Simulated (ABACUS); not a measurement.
Sc under changes of volume

One of the cells (25.253 Å³/atom); the others are scaled copies at fixed shape and fractional positions:

```
Sc
1.0
    -1.91721    1.91721    1.71760
     1.91721   -1.91721    1.71760
     1.91721    1.91721   -1.71760
Sc
1
Direct
  0.00000 0.00000 0.00000
```

This isn't the form of Sc at room conditions, which is hcp.

```yaml
Program: ABACUS 3.10.1
Functional: PBE
Potentials_or_basis: PseudoDojo NC SR 0.4.1 PBE standard
Cutoff: 1361 eV
Density_cutoff: 5442 eV
Basis: DZP LCAO (the cutoffs set its grid)
k_mesh: 10 × 10 × 10
Occupations: fermi-dirac, width 0.05 eV
Spin: no spin polarisation
```

```csv
volume (Å³/atom),energy over the lowest point (meV/atom),pressure (GPa)
23.738,9.47,2.8
24.243,2.85,1.6
24.748,0.00,0.4
25.253,?,?
25.758,4.29,-1.6
26.264,10.93,-2.5
26.769,20.26,-3.3
```

What does the run at 25.253 Å³/atom give?

Energy over the lowest point 0.55 meV/atom; pressure -0.6 GPa.

Worked out: A Birch-Murnaghan fit of order 3 (a polynomial in V^(-2/3)) to the other rows has its minimum at 24.91 Å³/atom with B0 = V·E''(V) = 52 GPa and B' = 3.1 at fixed shape and positions, which overstates the stiffness. It gives 0.56 meV/atom at 25.253 Å³/atom, against the run's 0.55, and -dE/dV = -0.7 GPa, against -0.6.

Energies are extrapolated to zero smearing.

Caveats: the atomic orbitals were generated for these runs and aren't a published set; the basis of atomic orbitals isn't converged, which shifts pressures, moduli and gaps.
